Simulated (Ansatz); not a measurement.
## Fixed-spin-moment curve of CuO

System: CuO, a measured crystal structure (space group Cc); the cell holds 4 atoms. Sizeable forces remain on the atoms, so the positions aren't those of the computed minimum. Source: COD entry 9016057, which need not be the ambient phase.

```yaml
crystal:
  lattice:
    - [2.34465, -1.71340, 0.00000]
    - [2.34465, 1.71340, 0.00000]
    - [-0.86055, 0.00000, 5.05944]
  atoms:
    - { symbol: Cu, position: [0.00320, 0.49680, 0.00000] }
    - { symbol: Cu, position: [0.49680, 0.00320, 0.50000] }
    - { symbol: O, position: [0.57140, 0.40560, 0.25370] }
    - { symbol: O, position: [0.40560, 0.57140, 0.75370] }
```

Atoms are numbered from 1 in the order listed.

Computed with DFT, PBE, PAW, plane waves, scalar-relativistic in Ansatz.

```
Plane-wave cutoff : 420 eV
k-point mesh      : 7×7×4 (Γ-centred)
Occupations       : Fermi–Dirac smearing, 0.03 eV
Valence electrons : 50
```

Moments by site are taken inside atomic spheres; the rest lies between them.

A semilocal functional without U tends to delocalise d and f electrons, and can give a metal where the real compound is an insulator.

For a metal this mesh leaves errors of several meV/atom.

The total moment of the cell is held fixed (separate Fermi levels for the two spins), shared at the start among the Cu atoms with one sign; no search for lower states follows. Energies are free energies per cell above the lowest run, the runs with a free moment included. A row is the solution that its start led to, not a proven minimum at that M. The run at M = 0 starts without moments and gives the spin-unpolarised solution; a state with cancelling moments wasn't tried, and may lie lower.

The run at M = 0.60 μB took 17 s on 2 threads of x86-64 server CPU, on a shared host, peak memory 0.38 GiB.

| fixed M (μB/cell) | F − F(lowest) (meV/cell) | moments of Cu1 Cu2 O3 O4 (μB) |
| --- | --- | --- |
| 0.00 | 0 | 0.00 0.00 0.00 0.00 |
| 0.15 | 1 | 0.05 0.05 0.02 0.02 |
| 0.30 | 5 | 0.10 0.10 0.05 0.05 |
| 0.45 | ? | ? |
| 0.60 | 33 | 0.19 0.19 0.10 0.10 |
| 0.75 | ? | ? |
| 0.90 | 64 | 0.28 0.28 0.15 0.15 |
| 1.05 | 82 | 0.33 0.33 0.18 0.18 |
| 1.20 | 102 | 0.37 0.37 0.21 0.21 |

Fill in the row for M = 0.45 μB.

17 meV; moments Cu1 0.14, Cu2 0.14, O3 0.08, O4 0.08 μB.

Fill in the row for M = 0.75 μB.

49 meV; moments Cu1 0.24, Cu2 0.24, O3 0.13, O4 0.13 μB.

With the constraint released: “parallel moments scaled by 0.1, free total moment [Cu1 0.10, Cu2 0.10 μB]” ends at 0.00 μB, 0 meV; “parallel moments, free total moment [Cu1 1.00, Cu2 1.00 μB]” ends at 0.00 μB, 0 meV.
